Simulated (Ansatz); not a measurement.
Sb

```
CELL_PARAMETERS angstrom
3.45654 0.00000 0.00000
-1.72827 2.99345 0.00000
0.00000 0.00000 5.30394
ATOMIC_POSITIONS crystal
Sb 0.33333 0.66667 0.25000
Sb 0.66667 0.33333 0.75000
```

Atom numbers follow the list: Sb1, Sb2.

The cell was built from the hcp type and relaxed in the same program, and has space group P6_3/mmc; it needn't be a known or the stable phase.

No spin–orbit coupling, which matters for the heavy atoms here.

Method: DFT, PBE, all-electron LAPW, scalar-relativistic (Ansatz 0.2.0).

Settings: a Γ-centred 13×13×7 k mesh, Fermi–Dirac smearing of 0.05 eV, basis error target 0.25 meV/atom, no spin polarisation.

```yaml
Band_gap: "none: bands cross the Fermi level, a metal"
Density_of_states_at_the_Fermi_level_0.2_eV_bin: 1.39 states/eV per cell
Volume_per_atom: 185.2 bohr³
Pressure_at_this_cell: -0.02 GPa
```
